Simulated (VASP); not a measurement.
# KI (Potassium Iodide) in VASP: reference runs

Aim: a first look at KI (Potassium Iodide) with PBE, on the cell as given.

Program: VASP 6.6.1. These are calculated values, not measurements. Logs are shortened: lines on timing, memory, paths and dates and some standing lists are left out, and cuts for length are marked.

### 1 The structure

The cell holds a molecule in a box, 2 atoms: a = 9.000 Å, b = 9.000 Å, c = 13.000 Å, α = 90.00°, β = 90.00°, γ = 90.00°.

### 2 Single point, PBE

INCAR

```
SYSTEM = KI
PREC = Accurate
ENCUT = 520
EDIFF = 1E-7
ISMEAR = 0
SIGMA = 0.01
LREAL = .False.
LASPH = .True.
NELM = 100
ALGO = Normal
ISIF = 2
LWAVE = .False.
LCHARG = .False.
GGA = PE
NBANDS = 15
```

KPOINTS

```
regular mesh
0
Gamma
  1 1 1
  0 0 0
```

POSCAR

```
KI
1.0
    9.0000000000      0.0000000000      0.0000000000
    0.0000000000      9.0000000000      0.0000000000
    0.0000000000      0.0000000000     13.0000000000
K I
1 1
Direct
    0.5014444400      0.5023333300      0.3853906200
    0.5014444400      0.5023333300      0.6198401500
```

Potentials or basis: VASP PAW PBE potentials, release 64 (K_sv, I).

Started as:

```
> cat potpaw_PBE.64/K_sv/POTCAR potpaw_PBE.64/I/POTCAR > POTCAR
> mpirun -np 1 vasp_gam > vasp.out
```

OUTCAR:

```text
SYSTEM = KI
   PREC = Accurate
   ENCUT = 520
   EDIFF = 1E-7
   ISMEAR = 0
   LREAL = .False.
   LASPH = .True.
   NELM = 100
   ISIF = 2
   GGA = PE

 ion  position               nearest neighbor table
   1  0.501  0.502  0.385-   2 3.05
   2  0.501  0.502  0.620-   1 3.05

  LATTYP: Found a simple tetragonal cell.
 ALAT       =     9.0000000000
 C/A-ratio  =     1.4444444444

  Lattice vectors:

 A1 = (   9.0000000000,   0.0000000000,   0.0000000000)
 A2 = (   0.0000000000,   9.0000000000,   0.0000000000)
 A3 = (   0.0000000000,   0.0000000000,  13.0000000000)

Analysis of symmetry for initial positions (statically):
=====================================================================
 Subroutine PRICEL returns:
 Original cell was already a primitive cell.

 Routine SETGRP: Setting up the symmetry group for a
 simple tetragonal supercell.

 Subroutine GETGRP returns: Found  8 space group operations
 (whereof  1 operations were pure point group operations)
 out of a pool of 16 trial point group operations.

The static configuration has the point symmetry C_1 .
 The point group associated with its full space group is C_4v.

Analysis of symmetry for dynamics (positions and initial velocities):
=====================================================================
 Subroutine PRICEL returns:
 Original cell was already a primitive cell.

 Routine SETGRP: Setting up the symmetry group for a
 simple tetragonal supercell.

 Subroutine GETGRP returns: Found  8 space group operations
 (whereof  1 operations were pure point group operations)
 out of a pool of 16 trial point group operations.

The dynamic configuration has the point symmetry C_1 .
 The point group associated with its full space group is C_4v.

 Subroutine INISYM returns: Found  8 space group operations
 (whereof  1 operations are pure point group operations),
 and found     1 'primitive' translations

----------------------------------------------------------------------------------------

                                     Primitive cell

  volume of cell :    1053.0000

  direct lattice vectors                    reciprocal lattice vectors
     9.000000000  0.000000000  0.000000000     0.111111111  0.000000000  0.000000000
     0.000000000  9.000000000  0.000000000     0.000000000  0.111111111  0.000000000
     0.000000000  0.000000000 13.000000000     0.000000000  0.000000000  0.076923077

  length of vectors
     9.000000000  9.000000000 13.000000000     0.111111111  0.111111111  0.076923077

  position of ions in fractional coordinates (direct lattice)
     0.501444440  0.502333330  0.385390620
     0.501444440  0.502333330  0.619840150

  ion indices of the primitive-cell ions
   primitive index   ion index
                 1           1
                 2           2

----------------------------------------------------------------------------------------

 KPOINTS: regular mesh

Automatic generation of k-mesh.
 Grid dimensions read from file:
 generate k-points for:    1    1    1

 Generating k-lattice:

  Cartesian coordinates                     Fractional coordinates (reciprocal lattice)
     0.111111111  0.000000000  0.000000000     1.000000000  0.000000000  0.000000000
     0.000000000  0.111111111  0.000000000     0.000000000  1.000000000  0.000000000
     0.000000000  0.000000000  0.076923077     0.000000000  0.000000000  1.000000000

  Length of vectors
     0.111111111  0.111111111  0.076923077

  Shift w.r.t. Gamma in fractional coordinates (k-lattice)
     0.000000000  0.000000000  0.000000000

 Subroutine IBZKPT returns following result:
 ===========================================

 Found      1 irreducible k-points:

 Following reciprocal coordinates:
            Coordinates               Weight
  0.000000  0.000000  0.000000      1.000000
   k-points           NKPTS =      1   k-points in BZ     NKDIM =      1   number of bands    NBANDS=     15
   number of dos      NEDOS =    301   number of ions     NIONS =      2
   total plane-waves  NPLWV = 480200
   dimension x,y,z NGX =    70 NGY =   70 NGZ =   98
   dimension x,y,z NGXF=   140 NGYF=  140 NGZF=  196
   ions per type =               1   1
   NGX,Y,Z   is equivalent  to a cutoff of  12.93, 12.93, 12.53 a.u.
   NGXF,Y,Z  is equivalent  to a cutoff of  25.86, 25.86, 25.06 a.u.
 SYSTEM =  KI
   PREC   = accura    normal or accurate (medium, high low for compatibility)
   ISTART =      0    job   : 0-new  1-cont  2-samecut
   ICHARG =      2    charge: 1-file 2-atom 10-const
   ISPIN  =      1    spin polarized calculation?
   LNONCOLLINEAR =      F non collinear calculations
   LSORBIT =      F    spin-orbit coupling
   LASPH  =      T    aspherical Exc in radial PAW
   ENCUT  =  520.0 eV  38.22 Ry    6.18 a.u.  16.73 16.73 24.17*2*pi/ulx,y,z
   NELM   =    100;   NELMIN=  2; NELMDL= -5     # of ELM steps
   EDIFF  = 0.1E-06   stopping-criterion for ELM
   LREAL  =      F    real-space projection
   EDIFFG = 0.1E-05   stopping-criterion for IOM
   NSW    =      0    number of steps for IOM
   IBRION =     -1    ionic relax: 0-MD 1-quasi-New 2-CG
   NFREE  =      0    steps in history (QN), initial steepest desc. (CG)
   ISIF   =      2    stress and relaxation
   ISYM   =      2    0-nonsym 1-usesym 2-fastsym
   POTIM  = 0.5000    time-step for ionic-motion
   TEBEG  =    0.0;   TEEND  =   0.0 temperature during run
   PSTRESS=    0.0 pullay stress
   NELECT =      16.0000    total number of electrons
   NUPDOWN=      -1.0000    fix difference up-down
   EMIN   =  10.00;   EMAX   =-10.00  energy-range for DOS
   EFERMI =   0.00;   METHOD = LEGACY
   ISMEAR =     0;   SIGMA  =   0.01  broadening in eV -4-tet -1-fermi 0-gaus
   EFERMI_NEDOS =   21; number of points for ismear=-14 and -15
   IALGO  =     38    algorithm
   IMIX   =      4    mixing-type and parameters
     AMIX     =   0.40;   BMIX     =  1.00
     AMIX_MAG =   1.60;   BMIX_MAG =  1.00
  volume/ion in A,a.u.               =     526.50      3553.00
  Fermi-wavevector in a.u.,A,eV,Ry     =   0.405482  0.766251  2.237015  0.164416
  Thomas-Fermi vector in A             =   1.357813
   LORBIT       =      0    0 simple, 1 ext, 2 COOP (PROOUT), +10 PAW based schemes
   GGA     = PE    functional components
   LHFCALC =     F    Hartree Fock is set to
   AEXX    =    0.0000 exact exchange contribution
   IVDW    =     0    specifies the selected vdW correction
   LEPSILON=     F    determine dielectric tensor
   LRPA    =     F    only Hartree local field effects (RPA)
 non-spin polarized calculation
 Gauss-broadening in eV      SIGMA  =   0.01
  energy-cutoff  :      520.00
  volume of cell :     1053.00
 maximum number of plane-waves:     14183
 NGX is ok and might be reduce to    70
   NGX = 33   NGY = 33   NGZ = 49

 number of electron      16.0000000 magnetization

 Free energy of the ion-electron system (eV)
  ---------------------------------------------------
  ext. energy  EPLUGINS =         0.00000000
  ---------------------------------------------------
  free energy    TOTEN  =        -3.81850759 eV

  energy without entropy =       -3.81850759  energy(sigma->0) =       -3.81850759

 E-fermi :  -4.0100     XC(G=0):  -1.3130

 val. band max:       -4.0710477868   @ k =   0.0000   0.0000   0.0000
 cond. band min:      -1.6359785494   @ k =   0.0000   0.0000   0.0000
 fundamental gap:      2.4350692374
 Fermi energy:        -4.0100190114

 k-point     1 :       0.0000    0.0000    0.0000
  band No.  band energies     occupation
      1     -35.2553      2.00000
      2     -18.7719      2.00000
      3     -18.7719      2.00000
      4     -18.7010      2.00000
      5     -13.9956      2.00000
      6      -4.4198      2.00000
      7      -4.0710      2.00000
      8      -4.0710      2.00000
      9      -1.6360      0.00000
     10       0.1330      0.00000
     11       0.3361      0.00000
     12       0.3362      0.00000
     13       0.5651      0.00000
     14       0.6482      0.00000
     15       1.0272      0.00000

------------------------ aborting loop because EDIFF is reached ----------------------------------------

  FORCE on cell =-STRESS in cart. coord.  units (eV):
  Direction    XX          YY          ZZ          XY          YZ          ZX
  --------------------------------------------------------------------------------------
  -------------------------------------------------------------------------------------
  Total        0.2446403      0.2446403     -0.3569324      0.0000000     -0.0000000      0.0000000
  in kB        0.3722291      0.3722291     -0.5430855      0.0000000     -0.0000000      0.0000000
  external PRESSURE =       0.0671242 kB  Pullay stress =       0.0000000 kB

 VOLUME and BASIS-vectors are now :
 -----------------------------------------------------------------------------
  energy-cutoff  :      520.00
  volume of cell :     1053.00
      direct lattice vectors                 reciprocal lattice vectors
     9.000000000  0.000000000  0.000000000     0.111111111  0.000000000  0.000000000
     0.000000000  9.000000000  0.000000000     0.000000000  0.111111111  0.000000000
     0.000000000  0.000000000 13.000000000     0.000000000  0.000000000  0.076923077

 POSITION                                       TOTAL-FORCE (eV/Angst)
 -----------------------------------------------------------------------------------
      4.51300      4.52100      5.01008         0.000000      0.000000     -0.023554
      4.51300      4.52100      8.05792         0.000000      0.000000      0.023554
 -----------------------------------------------------------------------------------
    total drift:                                0.000004      0.000004     -0.000035

  FREE ENERGIE OF THE ION-ELECTRON SYSTEM (eV)
  ---------------------------------------------------
  free  energy   TOTEN  =        -3.8185075875 eV

  energy  without entropy=       -3.8185075875  energy(sigma->0) =       -3.81850759
```

It took 75 s on 1 thread of Intel Xeon Platinum 8488C (Sapphire Rapids), shared host; peak memory 0.87 GiB.

What came out:

| Property | Result |
| --- | --- |
| Free energy | -3.8185 eV |
| Largest force | 0.024 eV/Å |
| Gap between the frontier levels | 2.43 eV |

Forces in eV/Å, atoms in the order of the input:
```
K    0.000  0.000 -0.024
I    0.000  0.000  0.024
```

Caveat: spin-orbit coupling is left out, which moves the levels of the heavy elements.
